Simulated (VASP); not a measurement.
# Rh (Fm-3m) in VASP: settings compared

Aim: see how the results for Rh move with the level of theory and the settings. Levels: PBEsol, r2SCAN. Tasks: single point.

All numbers are computed with VASP 6.6.1; they aren't measurements. Logs are shortened: lines on timing, memory, paths and dates and some standing lists are left out, and cuts for length are marked.

**1. The structure**

Symmetry: Fm-3m, No. 225, cubic system. The conventional cell has a = 3.779 Å, b = 3.779 Å, c = 3.779 Å, α = 90.00°, β = 90.00°, γ = 90.00°. Around Rh (site symmetry m-3m) lie 12 Rh at 2.67 Å.

**2. Single point, PBEsol**

Input file INCAR:

```
SYSTEM = Rh
PREC     = Accurate       ! precision mode
ENCUT    = 520            ! plane-wave cutoff, eV
EDIFF    = 1E-7           ! SCF threshold, eV
ISMEAR   = 0              ! smearing method
SIGMA    = 0.5            ! smearing width, eV
LREAL    = .False.        ! projectors in reciprocal space
LASPH    = .True.         ! aspherical terms in the spheres
NELM     = 80             ! most SCF steps
ALGO     = Fast           ! electronic algorithm
ISIF     = 2              ! what is computed and relaxed
LWAVE    = .False.        ! write WAVECAR
LCHARG   = .False.        ! write CHGCAR
GGA      = PS             ! functional
```

Input file KPOINTS:

```
regular mesh
0
Gamma
  18 18 18
  0 0 0
```

Input file POSCAR:

```
Rh
1.0
    0.0000000000      1.8896100000      1.8896100000
    1.8896100000      0.0000000000      1.8896100000
    1.8896100000      1.8896100000      0.0000000000
Rh
1
Direct
    0.0000000000      0.0000000000      0.0000000000
```

Potentials or basis: VASP PAW PBE potentials, release 64 (Rh_pv).

The run is started by

```console
> cat potpaw_PBE.64/Rh_pv/POTCAR > POTCAR
> mpirun -np 1 vasp_std > vasp.out
```

OUTCAR:

```text
SYSTEM = Rh
   PREC = Accurate
   ENCUT = 520
   EDIFF = 1E-7
   ISMEAR = 0
   LREAL = .False.
   LASPH = .True.
   NELM = 80
   ISIF = 2
   GGA = PS

 ion  position               nearest neighbor table
   1  0.000  0.000  0.000-

  LATTYP: Found a face centered cubic cell.
 ALAT       =     3.7792200000

  Lattice vectors:

 A1 = (   0.0000000000,   1.8896100000,   1.8896100000)
 A2 = (   1.8896100000,   0.0000000000,   1.8896100000)
 A3 = (   1.8896100000,   1.8896100000,   0.0000000000)

Analysis of symmetry for initial positions (statically):
=====================================================================
 Subroutine PRICEL returns:
 Original cell was already a primitive cell.

 Routine SETGRP: Setting up the symmetry group for a
 face centered cubic supercell.

 Subroutine GETGRP returns: Found 48 space group operations
 (whereof 48 operations were pure point group operations)
 out of a pool of 48 trial point group operations.

The static configuration has the point symmetry O_h .

Analysis of symmetry for dynamics (positions and initial velocities):
=====================================================================
 Subroutine PRICEL returns:
 Original cell was already a primitive cell.

 Routine SETGRP: Setting up the symmetry group for a
 face centered cubic supercell.

 Subroutine GETGRP returns: Found 48 space group operations
 (whereof 48 operations were pure point group operations)
 out of a pool of 48 trial point group operations.

The dynamic configuration has the point symmetry O_h .

 Subroutine INISYM returns: Found 48 space group operations
 (whereof 48 operations are pure point group operations),
 and found     1 'primitive' translations

----------------------------------------------------------------------------------------

                                     Primitive cell

  volume of cell :      13.4942

  direct lattice vectors                    reciprocal lattice vectors
     0.000000000  1.889610000  1.889610000    -0.264604866  0.264604866  0.264604866
     1.889610000  0.000000000  1.889610000     0.264604866 -0.264604866  0.264604866
     1.889610000  1.889610000  0.000000000     0.264604866  0.264604866 -0.264604866

  length of vectors
     2.672312090  2.672312090  2.672312090     0.458309071  0.458309071  0.458309071

  position of ions in fractional coordinates (direct lattice)
     0.000000000  0.000000000  0.000000000

  ion indices of the primitive-cell ions
   primitive index   ion index
                 1           1

----------------------------------------------------------------------------------------

 KPOINTS: regular mesh

Automatic generation of k-mesh.
 Grid dimensions read from file:
 generate k-points for:   18   18   18

 Generating k-lattice:

  Cartesian coordinates                     Fractional coordinates (reciprocal lattice)
    -0.014700270  0.014700270  0.014700270     0.055555556  0.000000000  0.000000000
     0.014700270 -0.014700270  0.014700270     0.000000000  0.055555556  0.000000000
     0.014700270  0.014700270 -0.014700270     0.000000000  0.000000000  0.055555556

  Length of vectors
     0.025461615  0.025461615  0.025461615

  Shift w.r.t. Gamma in fractional coordinates (k-lattice)
     0.000000000  0.000000000  0.000000000

 Subroutine IBZKPT returns following result:
 ===========================================

 Found    195 irreducible k-points:

 Following reciprocal coordinates:
            Coordinates               Weight
  0.000000  0.000000  0.000000      1.000000
  0.055556  0.000000  0.000000      8.000000
  0.111111  0.000000  0.000000      8.000000
  0.166667  0.000000  0.000000      8.000000
  0.222222  0.000000  0.000000      8.000000
  0.277778  0.000000  0.000000      8.000000
[... 16 lines left out ...]
 -0.277778  0.055556  0.000000     24.000000
 -0.222222  0.055556  0.000000     24.000000
 [... further k-points ...]
   k-points           NKPTS =    195   k-points in BZ     NKDIM =    195   number of bands    NBANDS=     11
   number of dos      NEDOS =    301   number of ions     NIONS =      1
   total plane-waves  NPLWV =   8000
   dimension x,y,z NGX =    20 NGY =   20 NGZ =   20
   dimension x,y,z NGXF=    40 NGYF=   40 NGZF=   40
   ions per type =               1
   NGX,Y,Z   is equivalent  to a cutoff of  12.44, 12.44, 12.44 a.u.
   NGXF,Y,Z  is equivalent  to a cutoff of  24.88, 24.88, 24.88 a.u.
 SYSTEM =  Rh
   PREC   = accura    normal or accurate (medium, high low for compatibility)
   ISTART =      0    job   : 0-new  1-cont  2-samecut
   ICHARG =      2    charge: 1-file 2-atom 10-const
   ISPIN  =      1    spin polarized calculation?
   LNONCOLLINEAR =      F non collinear calculations
   LSORBIT =      F    spin-orbit coupling
   LASPH  =      T    aspherical Exc in radial PAW
   ENCUT  =  520.0 eV  38.22 Ry    6.18 a.u.   4.97  4.97  4.97*2*pi/ulx,y,z
   NELM   =     80;   NELMIN=  2; NELMDL= -5     # of ELM steps
   EDIFF  = 0.1E-06   stopping-criterion for ELM
   LREAL  =      F    real-space projection
   EDIFFG = 0.1E-05   stopping-criterion for IOM
   NSW    =      0    number of steps for IOM
   IBRION =     -1    ionic relax: 0-MD 1-quasi-New 2-CG
   NFREE  =      0    steps in history (QN), initial steepest desc. (CG)
   ISIF   =      2    stress and relaxation
   ISYM   =      2    0-nonsym 1-usesym 2-fastsym
   POTIM  = 0.5000    time-step for ionic-motion
   TEBEG  =    0.0;   TEEND  =   0.0 temperature during run
   PSTRESS=    0.0 pullay stress
   NELECT =      15.0000    total number of electrons
   NUPDOWN=      -1.0000    fix difference up-down
   EMIN   =  10.00;   EMAX   =-10.00  energy-range for DOS
   EFERMI =   0.00;   METHOD = LEGACY
   ISMEAR =     0;   SIGMA  =   0.50  broadening in eV -4-tet -1-fermi 0-gaus
   EFERMI_NEDOS =   21; number of points for ismear=-14 and -15
   IALGO  =     68    algorithm
   IMIX   =      4    mixing-type and parameters
     AMIX     =   0.40;   BMIX     =  1.00
     AMIX_MAG =   1.60;   BMIX_MAG =  1.00
  volume/ion in A,a.u.               =      13.49        91.06
  Fermi-wavevector in a.u.,A,eV,Ry     =   1.695859  3.204709 39.129509  2.875938
  Thomas-Fermi vector in A             =   2.776827
   LORBIT       =      0    0 simple, 1 ext, 2 COOP (PROOUT), +10 PAW based schemes
   GGA     = PS    functional components
   LHFCALC =     F    Hartree Fock is set to
   AEXX    =    0.0000 exact exchange contribution
   IVDW    =     0    specifies the selected vdW correction
   LEPSILON=     F    determine dielectric tensor
   LRPA    =     F    only Hartree local field effects (RPA)
 non-spin polarized calculation
 RMM-DIIS sequential band-by-band and
 Gauss-broadening in eV      SIGMA  =   0.50
  energy-cutoff  :      520.00
  volume of cell :       13.49
 maximum number of plane-waves:       375
   NGX =  9   NGY =  9   NGZ =  9

 number of electron      15.0000006 magnetization

 Free energy of the ion-electron system (eV)
  ---------------------------------------------------
  ext. energy  EPLUGINS =         0.00000000
  ---------------------------------------------------
  free energy    TOTEN  =        -8.21961351 eV

  energy without entropy =       -8.05191480  energy(sigma->0) =       -8.13576416

 E-fermi :  12.0775     XC(G=0): -14.3377

 val. band max:       12.0756288676   @ k =  -0.3333   0.1667   0.0556
 cond. band min:      12.0806479134   @ k =  -0.4444   0.4444   0.1111
 fundamental gap:      0.0050190458
 Fermi energy:        12.0774738663

 k-point     1 :       0.0000    0.0000    0.0000
  band No.  band energies     occupation
      1     -34.2505      2.00000
      2     -34.2505      2.00000
      3     -34.2505      2.00000
      4       3.9080      2.00000
      5       8.9251      2.00000
      6       8.9251      2.00000
      7       8.9251      2.00000
      8      11.0981      1.99440
      9      11.0981      1.99440
     10      28.0215      0.00000
     11      33.5747      0.00000

 k-point     2 :       0.0556    0.0000    0.0000
  band No.  band energies     occupation
      1     -34.2751      2.00000
      2     -34.2538      2.00000
      3     -34.2538      2.00000
      4       4.0353      2.00000
      5       8.8670      2.00000
      6       8.9755      2.00000
      7       8.9755      2.00000
      8      11.0690      1.99566
      9      11.0690      1.99566
     10      28.2108      0.00000
     11      32.8726      0.00000

 k-point     3 :       0.1111    0.0000    0.0000
  band No.  band energies     occupation
      1     -34.3457      2.00000
      2     -34.2633      2.00000
      3     -34.2633      2.00000
      4       4.4001      2.00000
      5       8.7217      2.00000
      6       9.1075      2.00000
      7       9.1075      2.00000
      8      11.0061      1.99756
      9      11.0061      1.99756
     10      28.7190      0.00000
     11      31.4106      0.00000

 k-point     4 :       0.1667    0.0000    0.0000
  band No.  band energies     occupation
      1     -34.4528      2.00000
      2     -34.2778      2.00000
      3     -34.2778      2.00000
      4       4.9405      2.00000
      5       8.5796      2.00000
      6       9.2556      2.00000
      7       9.2556      2.00000
      8      10.9860      1.99798
      9      10.9860      1.99798
     10      29.3210      0.00000
     11      29.8166      0.00000
[... 239 lines left out ...]
 k-point    22 :      -0.3333    0.0556    0.0000
  band No.  band energies     occupation
      1     -34.8789      2.00000
      2     -34.3630      2.00000
      3     -34.3316      2.00000
      4       6.0398      2.00000
      5       9.0169      2.00000
      6       9.1275      2.00000
      7      10.0830      2.00000
      8      11.7601      1.63063
      9      12.6114      0.13096
     10      24.0987      0.00000
     11      28.6690      0.00000

 k-point    23 :      -0.2778    0.0556    0.0000
  band No.  band energies     occupation
      1     -34.7620      2.00000
      2     -34.3473      2.00000
      3     -34.3128      2.00000
      4       6.0340      2.00000
      5       9.0550      2.00000
      6       9.2760      2.00000
      7       9.2771      2.00000
      8      11.2751      1.97677
      9      12.0603      1.03873
     10      25.9088      0.00000
     11      29.3713      0.00000

 k-point    24 :      -0.2222    0.0556    0.0000
  band No.  band energies     occupation
      1     -34.6308      2.00000
      2     -34.3279      2.00000
      3     -34.2936      2.00000
      4       5.7724      2.00000
      5       8.5612      2.00000
      6       9.3289      2.00000
      7       9.3845      2.00000
      8      10.8907      1.99921
      9      11.5973      1.82561
     10      27.6379      0.00000
     11      29.8285      0.00000

 [... further k-points ...]

------------------------ aborting loop because EDIFF is reached ----------------------------------------

  FORCE on cell =-STRESS in cart. coord.  units (eV):
  Direction    XX          YY          ZZ          XY          YZ          ZX
  --------------------------------------------------------------------------------------
  -------------------------------------------------------------------------------------
  Total        0.1541836      0.1541836      0.1541836      0.0000000     -0.0000000      0.0000000
  in kB       18.3063699     18.3063699     18.3063699      0.0000000     -0.0000000      0.0000000
  external PRESSURE =      18.3063699 kB  Pullay stress =       0.0000000 kB

 VOLUME and BASIS-vectors are now :
 -----------------------------------------------------------------------------
  energy-cutoff  :      520.00
  volume of cell :       13.49
      direct lattice vectors                 reciprocal lattice vectors
     0.000000000  1.889610000  1.889610000    -0.264604866  0.264604866  0.264604866
     1.889610000  0.000000000  1.889610000     0.264604866 -0.264604866  0.264604866
     1.889610000  1.889610000  0.000000000     0.264604866  0.264604866 -0.264604866

 POSITION                                       TOTAL-FORCE (eV/Angst)
 -----------------------------------------------------------------------------------
      0.00000      0.00000      0.00000         0.000000      0.000000      0.000000
 -----------------------------------------------------------------------------------
    total drift:                               -0.000000     -0.000000     -0.000000

  FREE ENERGIE OF THE ION-ELECTRON SYSTEM (eV)
  ---------------------------------------------------
  free  energy   TOTEN  =        -8.2196135118 eV

  energy  without entropy=       -8.0519147992  energy(sigma->0) =       -8.13576416
```

Wall time 19 s (1 thread of AMD EPYC 9R14 (Zen 4), shared host); peak memory 0.11 GiB.

What came out:

| Quantity | Value |
| --- | --- |
| Free energy | -8.2196 eV |
| Pressure | 1.8 GPa |
| Band gap on the k mesh | none (metal or under the smearing width) |

Levels at points of the mesh, in eV from the Fermi level:
```
           k point  band 4  band 5  band 6  band 7  band 8  band 9  band 10  band 11
(0.00, 0.00, 0.00)   -8.17   -3.15   -3.15   -3.15   -0.98   -0.98    15.94    21.50
(0.50, 0.00, 0.00)   -6.29   -3.23   -3.23    0.63    0.63    0.65     8.82    15.45
(0.50, 0.50, 0.00)   -6.50   -6.12    0.61    1.06    1.06    3.23    12.50    13.37
```

Caveat: the PAW data sets were made with another functional, which shifts forces and pressure a little.

**3. Single point, PBEsol**

Edit INCAR of step 2 so:

```diff
@@ -2,6 +2,6 @@
 PREC     = Accurate       ! precision mode
-ENCUT    = 520            ! plane-wave cutoff, eV
+ENCUT    = 900            ! plane-wave cutoff, eV
 EDIFF    = 1E-7           ! SCF threshold, eV
 ISMEAR   = 0              ! smearing method
-SIGMA    = 0.5            ! smearing width, eV
+SIGMA    = 0.1            ! smearing width, eV
 LREAL    = .False.        ! projectors in reciprocal space
```

KPOINTS is that of step 2.

POSCAR is that of step 2.

Potentials or basis: VASP PAW PBE potentials, release 64 (Rh_pv).

The run is started by

```console
> cat potpaw_PBE.64/Rh_pv/POTCAR > POTCAR
> mpirun -np 1 vasp_std > vasp.out
```

It took 48 s on 1 thread of AMD EPYC 9R14 (Zen 4), shared host; peak memory 0.18 GiB.

The run converged. Its results:

```
Free energy            : -8.1418 eV
Pressure               : 0.2 GPa
Band gap on the k mesh : none (metal or under the smearing width)
```

Levels at points of the mesh, in eV from the Fermi level:
```
           k point  band 3  band 4  band 5  band 6  band 7  band 8  band 9  band 10  band 11
(0.00, 0.00, 0.00)  -46.38   -8.20   -3.20   -3.20   -3.20   -1.02   -1.02    15.91    21.47
(0.50, 0.00, 0.00)  -46.49   -6.33   -3.27   -3.27    0.59    0.59    0.62     8.78    15.42
(0.50, 0.50, 0.00)  -46.67   -6.54   -6.16    0.57    1.02    1.02    3.20    12.46    13.33
```

Caveat: the PAW data sets were made with another functional, which shifts forces and pressure a little.

**4. Single point, r2SCAN**

Input file INCAR:

```
SYSTEM = Rh
PREC     = Accurate       ! precision mode
ENCUT    = 520            ! plane-wave cutoff, eV
EDIFF    = 1E-7           ! SCF threshold, eV
ISMEAR   = 0              ! smearing method
SIGMA    = 0.1            ! smearing width, eV
LREAL    = .False.        ! projectors in reciprocal space
LASPH    = .True.         ! aspherical terms in the spheres
NELM     = 80             ! most SCF steps
ALGO     = Normal         ! electronic algorithm
ISIF     = 2              ! what is computed and relaxed
LWAVE    = .False.        ! write WAVECAR
LCHARG   = .False.        ! write CHGCAR
METAGGA  = R2SCAN         ! meta-GGA
LMIXTAU  = .True.
```

KPOINTS is that of step 3.

POSCAR is that of step 3.

The run is started by

```console
> cat potpaw_PBE.64/Rh_pv/POTCAR > POTCAR
> mpirun -np 1 vasp_std > vasp.out
```

Run time: 92 s. Hardware: 1 thread of AMD EPYC 9R14 (Zen 4), shared host; peak memory 0.12 GiB.

Results (log left out):

```yaml
Free_energy: -24.1346 eV
Pressure: 6.1 GPa
Band_gap_on_the_k_mesh: none (metal or under the smearing width)
```

Levels at points of the mesh, in eV from the Fermi level:
```
           k point  band 5  band 6  band 7  band 8  band 9  band 10
(0.00, 0.00, 0.00)   -3.28   -3.28   -3.28   -1.11   -1.11    16.69
(0.50, 0.00, 0.00)   -3.39   -3.39    0.60    0.60    0.88     9.28
(0.50, 0.50, 0.00)   -6.36    0.52    1.07    1.07    3.51    13.11
```

Caveat: the PAW data sets were made with another functional, which shifts forces and pressure a little.

**5. The runs side by side**

| level | cutoff (eV) | smearing | further INCAR settings | gap on the mesh (eV) | pressure (GPa) |
| --- | --- | --- | --- | --- | --- |
| PBEsol | 520 | gaussian 0.5 eV | ALGO = Fast; EDIFF = 1e-07 | none | 1.8 |
| PBEsol | 900 | gaussian 0.1 eV | ALGO = Fast; EDIFF = 1e-07 | none | 0.2 |
| r2SCAN | 520 | gaussian 0.1 eV | ALGO = Normal; EDIFF = 1e-07 | none | 6.1 |

Alike in all rows: task single point; potentials or basis VASP PAW PBE potentials, release 64 (Rh_pv); no spin polarisation; cell as given; k mesh 18 × 18 × 18.

Every run on the cell as given and a fine mesh finds a metal. The pressure there spans 0.2 GPa (PBEsol) to 6.1 GPa (r2SCAN); a positive pressure means that this level wants a larger cell, a negative one a smaller.

Caveats: the PAW data sets were made with another functional, which shifts forces and pressure a little.

Absolute energies hang on the potentials; compare differences alone.
